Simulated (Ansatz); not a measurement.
## Nudged elastic band run: Si

input.yaml

```yaml
crystal:
  lattice:
    - [0.0, 5.43, 5.43]
    - [5.43, 0.0, 5.43]
    - [5.43, 5.43, 0.0]
  atoms:
    - { symbol: Si, position: [0.00271089, 0.00258534, -0.0066098] }
    - { symbol: Si, position: [0.12883473, 0.12877918, 0.12127777] }
    - { symbol: Si, position: [0.00272367, 0.00252924, 0.50149815] }
    - { symbol: Si, position: [0.12557235, 0.12526347, 0.62464489] }
    - { symbol: Si, position: [-0.00128387, 0.50126816, 0.00018569] }
    - { symbol: Si, position: [0.1281099, 0.62242771, 0.12191798] }
    - { symbol: Si, position: [0.00222894, 0.49400575, 0.50201318] }
    - { symbol: Si, position: [0.12821371, 0.62232545, 0.62783062] }
    - { symbol: Si, position: [0.50137759, -0.00127418, 0.00010016] }
    - { symbol: Si, position: [0.62257663, 0.12801574, 0.12189338] }
    - { symbol: Si, position: [0.49431282, 0.00203362, 0.50192832] }
    - { symbol: Si, position: [0.62253474, 0.12806559, 0.62774224] }
    - { symbol: Si, position: [0.5007063, 0.50055583, 0.00019807] }
    - { symbol: Si, position: [0.625144, 0.62512376, 0.12492847] }
    - { symbol: Si, position: [0.50080895, 0.50061035, 0.49862656] }
    - { symbol: Si, position: [0.62228702, 0.62212478, 0.62788008] }
    - { symbol: Si, position: [0.87574813, 0.87541063, 0.37457395] }
basis:
  ecutwfc: 420.0
kpoints:
  mp_grid: { grid: [2, 2, 2] }
hamiltonian:
  xc: pbesol
  pseudopotentials: { kind: paw, azcp: { folder: soft_1 } }
scf:
  occupations: { method: gaussian, width: 0.02 }
  lower_state_search: "off"
neb:
  images: 5
  f_tol: 0.05
  initial_path: linear
  max_iterations: 80
  final_atoms:
    - { symbol: Si, position: [9.77e-06, -4.911e-05, 0.0001201] }
    - { symbol: Si, position: [0.12464334, 0.12464207, 0.12464909] }
    - { symbol: Si, position: [0.0030462, 0.00311387, 0.49697753] }
    - { symbol: Si, position: [0.12456929, 0.12456632, 0.62629918] }
    - { symbol: Si, position: [0.00313174, 0.49694226, 0.00300133] }
    - { symbol: Si, position: [0.12463111, 0.62610217, 0.12463737] }
    - { symbol: Si, position: [0.00303178, 0.49686773, 0.49696547] }
    - { symbol: Si, position: [0.13127914, 0.62289558, 0.62294045] }
    - { symbol: Si, position: [0.4969539, 0.00317064, 0.00297251] }
    - { symbol: Si, position: [0.62617069, 0.12460689, 0.12461613] }
    - { symbol: Si, position: [0.49687851, 0.00307157, 0.49694294] }
    - { symbol: Si, position: [0.6228034, 0.13159134, 0.62283414] }
    - { symbol: Si, position: [0.49694207, 0.49690865, 0.00295781] }
    - { symbol: Si, position: [0.62311443, 0.62310035, 0.13069362] }
    - { symbol: Si, position: [0.49995135, 0.500244, 0.49940306] }
    - { symbol: Si, position: [0.62274335, 0.62272149, 0.62277616] }
    - { symbol: Si, position: [0.74993544, 0.75029567, 0.74927669] }
  order_check: true
```

Command:

```bash
$ ansatz run input.yaml --threads 1 --pin off --max-ram 3072MiB --backend cpu --events-out ev --progress --plain --runs-dir out
```

Output, in part (warnings, iteration lines):

```
NEB end point (image 0): max|allowed force component| = 1.635e-2 eV/Å (the criterion of neb.relax_end_points is 1.000e-2)
NEB end point (image 6): max|allowed force component| = 1.656e-2 eV/Å (the criterion of neb.relax_end_points is 1.000e-2)
NEB iter   1: max|band force component| = 1.506e0 eV/Å  barrier→ = 0.9623 eV  barrier← = 0.9623 eV  Δτ_max = 0.1357 Å  (62 SCF iters)
NEB iter   2: max|band force component| = 7.115e-1 eV/Å  barrier→ = 0.5226 eV  barrier← = 0.5226 eV  Δτ_max = 0.1918 Å  (34 SCF iters)
NEB iter   3: max|band force component| = 4.543e-1 eV/Å  barrier→ = 0.3544 eV  barrier← = 0.3543 eV  CI = image 2  Δτ_max = 0.1343 Å  (36 SCF iters)
NEB iter   4: max|band force component| = 1.539e-1 eV/Å  barrier→ = 0.3045 eV  barrier← = 0.3045 eV  CI = image 3  Δτ_max = 0.0892 Å  (33 SCF iters)
NEB iter   5: max|band force component| = 9.906e-2 eV/Å  barrier→ = 0.3022 eV  barrier← = 0.3021 eV  CI = image 3  Δτ_max = 0.0748 Å  (31 SCF iters)
NEB iter   6: max|band force component| = 5.174e-2 eV/Å  barrier→ = 0.2947 eV  barrier← = 0.2946 eV  CI = image 3  Δτ_max = 0.0189 Å  (26 SCF iters)
NEB iter   7: max|band force component| = 3.578e-2 eV/Å  barrier→ = 0.2946 eV  barrier← = 0.2946 eV  CI = image 3  CI's point: of a kind that is not told: the force calls were inconclusive, a negative curvature could not be distinguished from the path's own, the only one lies far off the path, or fixed occupations may fill a level only in part  Δτ_max = 0.0000 Å  (279 SCF iters)
```

The forces met the threshold. By the program's own check the climbing image is of a kind that is not told: the force calls were inconclusive, a negative curvature could not be distinguished from the path's own, the only one lies far off the path, or fixed occupations may fill a level only in part (lowest curvatures found: -0.26 and 0.27 eV/Å²). Limits of this set-up: coarse k mesh, PAW files made for another functional, a small cell, in which the defect meets its images.

Final band (atoms are numbered from 1 in the order of the input):

```tsv
image	path coordinate (Å)	energy (eV)	Si1–Si17 (Å)	Si14–Si17 (Å)
0	0.00	0.000	2.39	4.70
1	0.58	0.111	2.45	4.23
2	1.16	0.261	2.61	3.75
3	1.74	0.295	3.12	3.12
4	2.32	0.261	3.74	2.61
5	2.89	0.113	4.23	2.45
6	3.47	0.000	4.70	2.39
```

Run time: 7.6 min on 1 thread of Arm Neoverse V1, on a shared host, peak memory 0.8 GiB.
